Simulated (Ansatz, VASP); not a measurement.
# InP: VASP beside Ansatz, part 2 of 2

Aim: how closely do two programs agree when they are given the same cell, functional and k mesh? The cell is taken from a series of VASP runs on this material, whose earlier steps may have relaxed, scaled or displaced it; both programs get it as it stands.

VASP 6.6.1 and Ansatz 0.2.0.

So far: Set-up; VASP: zone-centre phonons, LDA.

## (3) Ansatz: zone-centre phonons, LDA

Level of this step: Ansatz beside VASP: Kohn-Sham DFT, plane waves, LDA (Ansatz).

Ansatz runs on its default PAW (the set named soft_2) files.

The same cell, functional (in two slightly different forms), mesh and smearing now go to Ansatz, which takes its cutoff from its data sets.

input.yaml reads:

```yaml
crystal:
  lattice:
    - [0.0, 2.9142891894, 2.9142891894]
    - [2.9142891894, 0.0, 2.9142891894]
    - [2.9142891894, 2.9142891894, 0.0]
  atoms:
    - { symbol: In, position: [0.0, 0.0, 0.0] }
    - { symbol: P, position: [0.75, 0.75, 0.75] }
hamiltonian:
  xc: lda
  pseudopotentials: { kind: paw }
kpoints:
  mp_grid: { grid: [10, 10, 10] }
scf:
  occupations: { method: gaussian, width: 0.03 }
phonons:
  method: dfpt
  qpoints: [[0, 0, 0]]
```

Run with:

```
$ ansatz run input.yaml --threads 4 --pin off --max-ram 9216MiB --backend cpu --events-out ev --progress --plain --runs-dir out
```

Numbers of over 12 decimals in the logs are rounded to 6 here.

Log:

```text
zone centre: on kpoints.mp_grid the ground state, and the responses unless they are solved on pairs of k-points, stand on 102 of the mesh's 1000 k-points, reduced under 8 symmetry operations, with k and −k counted as one. Each operation leaves every solved displacement unchanged or reverses it
Engine: ansatz 0.2.0, aarch64-unknown-linux-gnu
Pseudopotentials: kind: paw
Pseudopotential: In, paw, valence charge 13, recommended cutoff 420 eV (normal), In.paw.azcp
Pseudopotential: P, paw, valence charge 5, recommended cutoff 420 eV (normal), P.paw.azcp
Functional definition: SPW92
  exchange = slater_x
  correlation = pw_c
Crystal: 2 atoms, lattice volume = 49.503 Å³
Basis set: ecut = 420 eV, 941 PW (Γ), exchange–correlation on 60×60×60 points (8 copies of the dense FFT grid, shifted against one another)
Bands: 13, of which v1, the nominal top of the filled ones, is band 9 counted from 1 (8 counted from 0)
Symmetry: 24 space group operations
k-points: 102 of 1000 (irreducible under 8 space group operations, time reversal used)
Non-local potential: In, projectors of the file, l = 0: 2, l = 1: 2, l = 2: 2, l = 3: 2
Non-local potential: P, projectors of the file, l = 0: 2, l = 1: 2, l = 2: 2
PAW form: soft (Blöchl's): semilocal exchange-correlation on the pseudo side does not see the compensation charge
PAW frozen core: In, regenerated for the run's functional, and the local potential with it (the file was generated under x = pbe(κ = 0.804, μ = 0.219515), c = pbe(β = 0.066725))
PAW frozen core: P, regenerated for the run's functional, and the local potential with it (the file was generated under x = pbe(κ = 0.804, μ = 0.219515), c = pbe(β = 0.066725))
PAW one-centre angular grid: In, 590 points (default); XC on 64 Gauss nodes
PAW one-centre angular grid: P, 110 points (default); XC on 64 Gauss nodes
Initial density: superposition of atomic densities (neutral atoms: chi_scale 0, normalization atom), corrected by the library's trained network
Initial wavefunctions: pseudopotential atomic-orbital guess
Functional: x = slater, c = lda
SCF iter   1: F=—  HF=-6183.565333 eV  |F-HF|=—  |Δ(HF+E_count)|=         —  Δρ=8.24e-3  dr2=3.53e-2  ethr=1.77e-3  ⟨swp⟩=6.2  Hψ=8993  notcnv=0
preconditioner: auto → none  [insulator: Δε(μ)=0.511 eV  Ē_g=14.647 eV  σ=0.030 eV  W_gap=1.00  n_scr=14 (ndim 8)  ℏωp=22.4 eV  f_vac=0.018  D(μ)=0.00/eV (n_scr^D=0)  ε∞_Penn≈3.3]
SCF iter   2: F=—  HF=-6183.553254 eV  |F-HF|=—  |Δ(HF+E_count)|=   1.21e-2  Δρ=2.74e-3  dr2=2.08e-3  ethr=1.96e-4  ⟨swp⟩=3.4  Hψ=3074  notcnv=0
SCF iter   3: F=—  HF=-6183.552740 eV  |F-HF|=—  |Δ(HF+E_count)|=   5.14e-4  Δρ=8.46e-4  dr2=3.62e-4  ethr=1.16e-5  ⟨swp⟩=2.0  Hψ=2543  notcnv=0
SCF iter   4: F=—  HF=-6183.552650 eV  |F-HF|=—  |Δ(HF+E_count)|=   8.94e-5  Δρ=2.82e-4  dr2=2.39e-5  ethr=2.01e-6  ⟨swp⟩=2.9  Hψ=2304  notcnv=0
SCF iter   5: F=—  HF=-6183.552646 eV  |F-HF|=—  |Δ(HF+E_count)|=   4.27e-6  Δρ=2.09e-5  dr2=2.07e-7  ethr=1.33e-7  ⟨swp⟩=2.2  Hψ=1775  notcnv=0
SCF iter   6: F=—  HF=-6183.552646 eV  |F-HF|=—  |Δ(HF+E_count)|=   1.92e-7  Δρ=3.09e-6  dr2=3.92e-9  ethr=1.15e-9  ⟨swp⟩=3.0  Hψ=2202  notcnv=0
SCF iter   7: F=—  HF=-6183.552646 eV  |F-HF|=—  |Δ(HF+E_count)|=   1.13e-9  Δρ=4.17e-7  dr2=6.44e-11  ethr=2.18e-11  ⟨swp⟩=2.1  Hψ=2295  notcnv=0
SCF iter   8: F=-6183.552646 eV  HF=-6183.552646 eV  |F-HF|=3.64e-12  |Δ(HF+E_count)|=  2.00e-11  Δρ=7.70e-8  dr2=3.52e-12  ethr=1.00e-12  ⟨swp⟩=8.1  Hψ=7476  notcnv=0
SCF 1 converged in 8 iterations: F = -6183.552646 eV  dr2 = 3.52e-12
  Residual-converged pass: ⟨swp⟩=1.0  Hψ=1736  notcnv=0  max |occ|·‖R‖ = 7.0e-9 eV (tolerance 1.0e-8 eV)  dr2=3.52e-12  dr2_onsite=2.44e-13  max |Δocc| = 3.4e-51
  greatest PAW one-centre occupation: 0.982 electrons in one spin orbital (limit 2), on the In atom at site 0 (counted from 0), in its partial waves of l = 2
DFPT response loops at Γ: preconditioner auto → none (the input reference at scf.mixing.eps_inf says where Resta's filter doesn't serve); β = 0.50; Broyden in place of MSR1
SCF converged after 8 iterations
Free energy (F): -6183.552646 eV
Harris-Foulkes:  -6183.552646 eV  (|F-HF|=3.64e-12)
Internal energy: -6183.552646 eV  (E = F + TS)
E sigma→0 (E₀):  -6183.552646 eV
Fermi energy:    7.242364 eV
--- Per-component energies (eV) ---
  E_band       = -53.852336
  E_kinetic    = 314.908547
  E_local      = -1392.717905  (includes V_loc(G=0)·N_el)
  E_nonlocal   = 405.761599
  E_hartree    = 546.538536
  E_xc         = -274.585267
  E_vxc        = -161.864483  (∫ρ·V_xc dr)
  E_paw        = -4556.361565  (= ΣΔE_a)
  E_vpaw       = -313.017153  (= ΣTr[D̂ρ^β])
  E_aug_tail   = 0.000029  (compensation charges beyond the density's cutoff)
  E_ewald      = -1227.498508
  E_core_change = 0.401888  (= ΣΔE_core)
  E_smearing   = -0.000000  (= −TS)
  E_closure    = 0.000000  (closes the sum)
  Σ components = -6183.552646   (vs F -6183.552646, Δ=0.00e0)
--- Band table (eV; the first three rows and the last of 102) ---
  k-point 0: bands = [... 5 lower, -4.7185, 6.9552, 6.9552, 6.9552, 7.5278, 10.9128, 10.9128, 10.9128]
  k-point 1: bands = [... 5 lower, -4.5995, 5.7335, 6.8237, 6.8237, 8.3519, 10.9816, 11.1067, 11.1067]
  k-point 2: bands = [... 5 lower, -4.2571, 4.1646, 6.5277, 6.5277, 8.6586, 11.4926, 11.4926, 11.6237]
  k-point 101: bands = [... 5 lower, -2.1397, 1.1430, 3.9379, 3.9561, 10.6184, 10.9163, 12.9955, 13.4093]
--- Phonons (Γ-DFPT): 2 representative perturbations + reference, on 102 of 1000 k-points (Σ response iterations 6) ---
  k mesh reduced under 8 symmetry operations, with k and −k counted as one. Each operation leaves every solved displacement unchanged or reverses it
  ASR residual: 7.498e-5 → 0.000e0 eV/Å²; symmetrization residual: 2.242e-6 eV/Å²
  ASR residual per site (eV/Å²): 1.03e-5 7.50e-5
  Γ frequencies (cm⁻¹): 0.00 0.00 0.00 303.38 303.38 303.38
  non-analytic LO–TO correction: not included (Born effective charges unavailable; polar crystals: no LO–TO splitting at Γ)
--- Phonons (arbitrary-q DFPT): 1 explicit q-point ---
  q = [0, 0, 0] (of the zone-centre solve; hermiticity 5.43e-7, symmetrization 2.21e-13): -0.00 0.00 0.00 303.38 303.38 303.38
  sum rule: each row above includes the acoustic sum rule's correction from the zone centre's row sums; it moved no ω² by more than (0.81 cm⁻¹)²
```

Elapsed: 6.7 s, on 4 threads of Arm Neoverse V1, shared host; peak memory 0.51 GiB; 25 s of CPU time.

## (4) Comparison

Known differences besides the potentials themselves: the two LDA forms differ slightly; the cutoff is 420 eV in Ansatz and 450 eV in VASP; VASP's log shows a relativistic correction to its local exchange, Ansatz's none; VASP uses finite displacements, Ansatz perturbation theory. Total energies have different zeros and are not compared.

Compared:

```tsv
quantity	Ansatz	VASP	difference
optical mode 1 to 3 (cm⁻¹)	303.4	302.8	+0.20 %
```

Modes are paired by rising frequency and degeneracy, not by their patterns, so a pair may still set unlike modes beside each other.

## (5) What the set-up changes

Further runs change the set-up of one program: Ansatz's method, potentials or start, or VASP's data sets, cutoff or form of LDA. The table gives Ansatz less VASP for each quantity, since a change that brings one quantity closer may part another.

```tsv
run	optical mode 1 to 3 (%)
as above	0.20
Ansatz's all-electron LAPW method	0.14
```

## (6) Results

```
r.m.s. difference of the optical zone-centre modes, each program's sorted by frequency (zone-centre phonons, LDA) : 0.61 cm⁻¹
```

What this shows: The r.m.s. difference of the optical zone-centre modes, each program's sorted by frequency is 0.61 cm⁻¹ (zone-centre phonons, LDA). Zone-centre phonons, LDA, Ansatz's all-electron LAPW method: the difference in optical mode 1 to 3 goes from 0.20 to 0.14 %. 1 further run of this series is not shown here. Such differences can come from data sets, numerical settings and the points named under the comparisons, not from the functional's error against experiment.

[Lines on the potential files, build, host, timing and source positions are cut from VASP's logs without a mark.]

[Logs are printed without paths, hosts, clocks, repeated set-up lines and the standing remarks that a program may print on its own settings, such as how far it seeks lower states.]

[Hosts, paths, dates, database ids (printed as entryN), source tags and the programs' standing remarks are cut or masked in the printed files.]
